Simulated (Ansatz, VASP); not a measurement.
## Se in VASP and in Ansatz

Contents of INCAR:

```
SYSTEM = Se
PREC = Accurate
ENCUT = 520
EDIFF = 1E-6
ISMEAR = -1
SIGMA = 0.02
LREAL = .FALSE.
LASPH = .TRUE.
NELM = 80
ALGO = Normal
ISIF = 2
LWAVE = .FALSE.
LCHARG = .TRUE.
GGA = PS
LELF = .TRUE.
LVHAR = .TRUE.
NBANDS = 16
```

File KPOINTS:

```
regular mesh
0
G
  8 8 6
  0 0 0
```

Contents of POSCAR:

```
Se
1.0
    4.3551696776      0.0000000000      0.0000000000
   -2.1775848388      3.7716875786      0.0000000000
    0.0000000000      0.0000000000      4.9989445000
Se
3
Direct
    0.2170000000      0.0000000000      0.1666666667
    0.0000000000      0.2170000000      0.8333333333
    0.7830000000      0.7830000000      0.5000000000
```

Input for Ansatz:

```yaml
crystal:
  lattice:
    - [4.3551696776, 0.0, 0.0]
    - [-2.1775848388, 3.7716875786, 0.0]
    - [0.0, 0.0, 4.9989445]
  atoms:
    - { symbol: Se, position: [0.217, 0.0, 0.1666666667] }
    - { symbol: Se, position: [0.0, 0.217, 0.8333333333] }
    - { symbol: Se, position: [0.783, 0.783, 0.5] }
kpoints:
  mp_grid: { grid: [8, 8, 6] }
  band_path:
    path:
      - [0.0, 0.0, 0.0]
      - [0.5, 0.0, 0.0]
      - [0.3333333333, 0.3333333333, 0.0]
      - [0.0, 0.0, 0.0]
      - [0.0, 0.0, 0.5]
      - [0.5, 0.0, 0.5]
      - [0.3333333333, 0.3333333333, 0.5]
      - [0.0, 0.0, 0.5]
      - [0.5, 0.0, 0.5]
    npoints: 5
scf:
  occupations: { method: fermi_dirac, width: 0.02 }
hamiltonian:
  xc: pbesol
  pseudopotentials: { kind: all_electron, lapw: { basis_error: 0.001 } }
output:
  forces: true
  stress: true
  eigenvalues: true
```

Change from the starting cell: zz strain of +1 %.

Alike in both runs: task single point; functional PBEsol; k mesh 8 × 8 × 6; occupations fermi-dirac, width 0.02 eV; no spin polarisation.

```csv
,VASP,Ansatz
version,VASP 6.6.1,Ansatz 0.2.0
potentials or method,"VASP PAW PBE potentials, release 64 (Se)","all-electron LAPW, scalar-relativistic"
plane-wave cutoff (eV),520,see its input
```

VASP gave:

| Property | Result |
| --- | --- |
| gap on the k mesh at the Fermi level (eV) | 0.98 |
| pressure (GPa) | 2.2 |
| largest component of the traceless stress (GPa) | 1.12 |
| rms of the force components (eV/Å) | 0.530 |

Problem. What did Ansatz give for the same quantities?

Solution. gap on the k mesh at the Fermi level (eV): 1.01; pressure (GPa): 2.0; largest component of the traceless stress (GPa): 1.00; rms of the force components (eV/Å): 0.495.

Atom by atom the forces differ by 0.035 eV/Å (rms over components). Ansatz ran all-electron here, so the differences hold the error of VASP's frozen core and of both bases.

Caveats: the PAW data sets were made with another functional, which shifts forces and pressure a little (VASP). A k mesh can miss the band edges.
